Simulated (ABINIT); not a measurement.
Runs of ABINIT 10.8.3 (patched build) on C. The structure is monoclinic, space group C2/m (No. 12). Conventional cell: a = 4.255 Å, b = 2.457 Å, c = 3.765 Å, α = 90.00°, β = 111.49°, γ = 90.00°. C (site symmetry m) is surrounded by 3 C at 1.42 Å. This is a stacking variant of graphite.

| potentials or basis | cutoff (eV) | fine-grid cutoff | gap on the mesh (eV) | pressure (GPa) |
| --- | --- | --- | --- | --- |
| SPMS NC PBE v1.0 | 952 | - | 0.93 | 2.4 |
| PseudoDojo NC SR PBE v0.4.1 standard | 1116 | - | 0.93 | 3.6 |
| Ansatz NC PBE | 1116 | - | 0.93 | 3.7 |
| SG15 NC PBE v1.2 | 1088 | - | 0.93 | (a) |
| JTH PAW PBE v2.0 | 517 | 1034.03 eV | 0.93 | 3.4 |
| PseudoDojo NC SR PBE v0.4 stringent | 1116 | - | 0.93 | 3.6 |
| PseudoDojo NC SR PBE v0.5 stringent | 1116 | - | 0.93 | 3.6 |
| PseudoDojo NC SR PBE v0.5 standard | 1116 | - | 0.93 | 3.6 |

Alike in all rows: task single point; level PBE; no spin polarisation; cell as given; k mesh 13 × 13 × 8; smearing fermi-dirac 0.05 eV.

Q: Fill in the values left out.

A: (a) 2.7.

Caveats: an odd mesh through Γ misses points on the zone boundary, where band edges often lie; this functional lacks dispersion, which binds the layers, so the pressure and a relaxed spacing across them are unreliable; the atomic spheres overlap (some runs).
